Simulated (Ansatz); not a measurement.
Write the native input for Ansatz 0.2.0 that does the following.

| Quantity | Value |
| --- | --- |
| Task | band structure |
| Functional | LDA |
| Potentials or basis | Ansatz PAW |
| Cutoff | 420 eV (not typed: the program's choice for these potentials) |
| k mesh | 7 × 7 × 7 |
| Occupations | fermi-dirac, width 0.05 eV |
| Spin | spin-orbit coupling, no magnetisation |
| Path | [["G", "X", "W", "K", "G", "L", "U", "W", "L", "K"], ["U", "X"]] |
| Points for each segment of the path | 14 |

Crystal: HfC.

```
CELL_PARAMETERS angstrom
0.00000 2.32500 2.32500
2.32500 0.00000 2.32500
2.32500 2.32500 0.00000
ATOMIC_POSITIONS crystal
Hf 0.50000 0.50000 0.50000
C 0.00000 0.00000 0.00000
```

These files were run (other wordings do the same):

input.yaml

```yaml
crystal:
  lattice:
    - [0.0, 2.325, 2.325]
    - [2.325, 0.0, 2.325]
    - [2.325, 2.325, 0.0]
  atoms:
    - { symbol: Hf, position: [0.5, 0.5, 0.5] }
    - { symbol: C, position: [0.0, 0.0, 0.0] }
hamiltonian:
  xc: lda
  pseudopotentials: { kind: paw_fr }
magnetization:
  noncollinear: true
  spin_orbit: true
kpoints:
  mp_grid: { grid: [7, 7, 7] }
  band_path:
    path:
      - [[0.0, 0.0, 0.0], [0.5, 0.0, 0.5], [0.5, 0.25, 0.75], [0.375, 0.375, 0.75], [0.0, 0.0, 0.0], [0.5, 0.5, 0.5], [0.625, 0.25, 0.625], [0.5, 0.25, 0.75], [0.5, 0.5, 0.5], [0.375, 0.375, 0.75]]
      - [[0.625, 0.25, 0.625], [0.5, 0.0, 0.5]]
    npoints: 14
scf:
  occupations: { method: fermi_dirac, width: 0.05 }
  n_extra_bands: 6
output:
  forces: true
  stress: true
  eigenvalues: true
  fatbands: false
  write_density: true
  write_potential: true
  elf: true
  volumetric_format: npy
```

Potentials or basis: Ansatz PAW.

Run with:

```bash
$ ansatz run input.yaml --threads 2 --pin off --max-ram 5632MiB --backend cpu --events-out ev --progress --plain --runs-dir out
```

Results of the run:

| Quantity | Value |
| --- | --- |
| Pressure | -12.5 GPa |
| Band gap on the k mesh | none (metal or under the smearing width) |

Caveat: the PAW data sets come from PBE, with cores solved anew for the run's functional, which leaves a small shift of forces and pressure.

It took 9.4 s on 2 threads of Arm Neoverse V1, on a shared host, peak memory 0.45 GiB.
